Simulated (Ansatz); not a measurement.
LiF, DFT, LDA, all-electron PAW with datasets made for the crystal, scalar-relativistic (Ansatz 0.2.0), run on 1 thread of Arm Neoverse V2 on a shared host.

The geometry is COD entry 1010990, unchecked; take it as a test cell. The listed cell was then made from it by scaling, straining or moving an atom.

Command: `ansatz run input.yaml --threads 1 --pin off --max-ram 3072MiB --backend cpu --events-out ev --progress --plain --runs-dir out`

```yaml
crystal:
  lattice:
    - [0.0, 1.95358, 2.014]
    - [1.95358, 0.0, 2.014]
    - [1.95358, 1.95358, 0.0]
  atoms:
    - { symbol: Li, position: [0.0, 0.0, 0.0] }
    - { symbol: F, position: [0.5, 0.5, 0.5] }
kpoints:
  mp_grid: { grid: [10, 10, 10] }
scf:
  occupations: { method: fermi_dirac, width: 0.03 }
hamiltonian:
  xc: lda
  pseudopotentials: { kind: all_electron, datasets: crystal }
output:
  forces: true
  stress: true
  eigenvalues: true
  efg: { contact_densities: true }
```

Q: How large is the problem that the program sets up?

A: 102 irreducible k-points, 315 plane waves at Γ, 9 bands.

Q: Estimate the wall time and the peak memory.

A: 5 s of wall time for 7 SCF iterations, with a peak of 0.41 GiB. Times on shared machines scatter by tens of per cent.
